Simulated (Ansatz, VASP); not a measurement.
## Two plane-wave programs on Zn

```
Zn
1.0
     2.57097    0.00000    0.00000
    -1.28549    2.22653    0.00000
     0.00000    0.00000    4.73619
Zn
2
Direct
  0.33333 0.66667 0.25000
  0.66667 0.33333 0.75000
```

Alike in both runs: task single point; functional LDA; k mesh 14 × 14 × 7; occupations fermi-dirac, width 0.01 eV; no spin polarisation.

|  | VASP | Ansatz |
| --- | --- | --- |
| version | VASP 6.6.1 | Ansatz 0.2.0 |
| potentials or method | VASP PAW LDA potentials, release 64 (Zn) | plane waves (420 eV) with PAW, scalar-relativistic |
| plane-wave cutoff (eV) | 520 | 420 |
| valence electrons in the cell | 24 | 24 |

VASP gave:

* pressure (GPa): 0.7
* largest component of the traceless stress (GPa): 1.92

Question: Estimate Ansatz's values.

Answer: Pressure (GPa): 0.0; largest component of the traceless stress (GPa): 1.77.

Ansatz warned: «pseudo_functional_mismatch».
